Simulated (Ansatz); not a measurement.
# Band structure of LiH

```
Li H
1.0
     0.00000    2.03250    2.03250
     2.03250    0.00000    2.03250
     2.03250    2.03250    0.00000
Li H
1 1
Cartesian
  0.0000 0.0000 0.0000
  2.0325 2.0325 2.0325
```

Atom numbers follow the list: Li1, H2.

The cell comes from COD entry 1010896, which wasn't checked; take it as a given geometry. It differs from other determinations.

Theory: DFT, LDA, all-electron LAPW, scalar-relativistic in Ansatz 0.2.0.

Settings: a Γ-centred 11×11×11 k mesh, Fermi–Dirac smearing of 0.03 eV, basis error target 1 meV/atom, no spin polarisation.

Points in fractions of the reciprocal vectors of this cell: Γ (0, 0, 0), X (0.5, 0, 0.5), U (0.625, 0.25, 0.625), K (0.375, 0.375, 0.75), L (0.5, 0.5, 0.5), W (0.5, 0.25, 0.75). The path joins them by straight lines in the order Γ–X–U–K–Γ–L–W–X; legs that retrace an earlier one aren't tabulated. Energies are in eV from the top of the valence band.

Q: Is there a gap, and where are the band edges?

A: 2.65 eV, direct at X (0.5, 0, 0.5).

Q: List the levels between -20 and 10 eV at the symmetry points.

A: 
Γ: -5.40
X: 0.00, 2.65
U: -0.52, 3.77, 7.13
K: -0.52, 3.77, 7.13
L: -2.64, 4.53
W: -0.23, 4.87 (×2)

Kohn–Sham gaps of semilocal functionals usually fall short of measured ones.
